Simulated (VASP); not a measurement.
Sr: work function with LDA

Sr, a slab with vacuum:

```
Sr
1.0
     4.31000    0.00000    0.00000
    -2.15500    3.73257    0.00000
     0.00000    0.00000   22.05000
Sr
3
Direct
  0.33333 0.66667 0.34014
  0.66667 0.33333 0.50000
  0.33333 0.66667 0.65986
```

The slab is cut from a database's or a generator's crystal, which needn't be the stable form of the element.

| Item | Value |
| --- | --- |
| Program | VASP 6.6.1 |
| Task | work function |
| Functional | LDA |
| Potentials or basis | VASP PAW LDA potentials, release 64 (Sr_sv) |
| Cutoff | 520 eV |
| k mesh | 7 × 7 × 1 |
| Occupations | fermi-dirac, width 0.05 eV |
| Spin | no spin polarisation |
| Dipole correction | yes |
| Further INCAR settings | ALGO = Normal; EDIFF = 1e-06 |

| Item | Value |
| --- | --- |
| Largest force | 0.200 eV/Å |
| Band gap on the k mesh | none (metal or under the smearing width) |
| Work function of the upper face | 2.74 eV |
| Work function of the lower face | 2.74 eV |

Forces on the atoms (eV/Å):
```
Sr   0.000  0.000  0.200
Sr   0.000  0.000  0.000
Sr   0.000  0.000 -0.200
```

Levels at points of the mesh, in eV from the Fermi level:
```
           k point  band 12  band 13  band 14  band 15  band 16  band 17  band 18  band 19
(0.00, 0.00, 0.00)   -18.58    -3.47    -2.81    -1.84     0.03     0.37     0.91     1.64
```

Run time: 56 s on 1 thread of Intel(R) Xeon(R) Platinum 8488C (Sapphire Rapids), with other jobs on the host, peak memory 0.32 GiB.
